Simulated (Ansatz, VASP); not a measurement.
Two plane-wave programs on Cu

```xyz
1
Lattice="-1.4428 1.4359 1.3689 1.4428 -1.4497 1.3833 1.4428 1.4497 -1.3833" Properties=species:S:1:pos:R:3 pbc="T T T"
Cu    0.0000    0.0000    0.0000
```

Change from the starting cell: strain -0.0100 x Voigt [0, 0, 0, 1, 0, 0], atoms carried along.

Alike in both runs: task single point; functional PBEsol; k mesh 24 × 24 × 24; occupations gaussian, width 0.15 eV; no spin polarisation.

|  | VASP | Ansatz |
| --- | --- | --- |
| version | VASP 6.6.1 | Ansatz 0.2.0 |
| potentials or method | VASP PAW PBE potentials, release 64 (Cu) | scalar-relativistic, plane waves, PAW |
| plane-wave cutoff (eV) | 520 | 420 |
| valence electrons in the cell | 11 | 19 |

```tsv
	VASP	Ansatz	Ansatz less VASP
gap on the k mesh at the Fermi level (eV)	none	none	-
pressure (GPa)	-0.7	-1.4	-0.72
largest component of the traceless stress (GPa)	0.95	0.97	+0.020
```

A gap of «none» marks a metal or a gap that the smearing closes. The two sets of potentials don't hold the same shells in valence.

Caveats: the PAW data sets were made with another functional, which shifts forces and pressure a little (VASP).
